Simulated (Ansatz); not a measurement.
SCF convergence of CoO against the mixing step

All numbers below come from Ansatz 0.2.0, DFT PBE, scalar-relativistic, plane waves, PAW.

```
Co O
1.0
     1.60222    0.92504    5.13294
    -1.60222    0.92504    5.13294
     0.00000   -1.85008    5.13294
Co O
2 2
Direct
  0.99949 0.99949 0.99949
  0.49949 0.49949 0.49949
  0.37550 0.37550 0.37550
  0.87553 0.87553 0.87553
```

* plane-wave cutoff: 420 eV
* Γ-centred k-mesh: 12×12×12
* occupation rule: Gaussian smearing, 0.01 eV
* list of starting moments (μB, in atom order): -2.27 2.27 -0.16 0.16
* check for lower electronic states after the SCF: off

Each run starts from superposed atomic densities and uses the program's default quasi-Newton mixer with a history of 8 with its automatic preconditioner, at most 120 iterations and the default threshold on the density residual; only the mixing step differs.

Question: Order these values of the mixing step from fewest iterations to most.
A. 0.1
B. 0.05
C. 1
D. 0.4
E. 0.8

Answer: E (14 iterations), C (15 iterations), D (17 iterations), A (25 iterations), B (27 iterations).

```csv
mixing step,iterations,converged,"density residual (eV) at iterations 1, 3, 5"
0.05,27,yes,6.4 0.78 0.19
0.1,25,yes,6.4 0.66 0.14
0.4,17,yes,6.4 0.34 0.0078
0.8,14,yes,6.4 0.85 0.011
1,15,yes,6.4 1.4 0.031
```

This zinc-blende form isn't the usual stable structure of the compound.

Cost: 5 runs of about 5.4 core-minutes in all, on Intel Xeon Platinum 8488C (Sapphire Rapids) (shared hosts).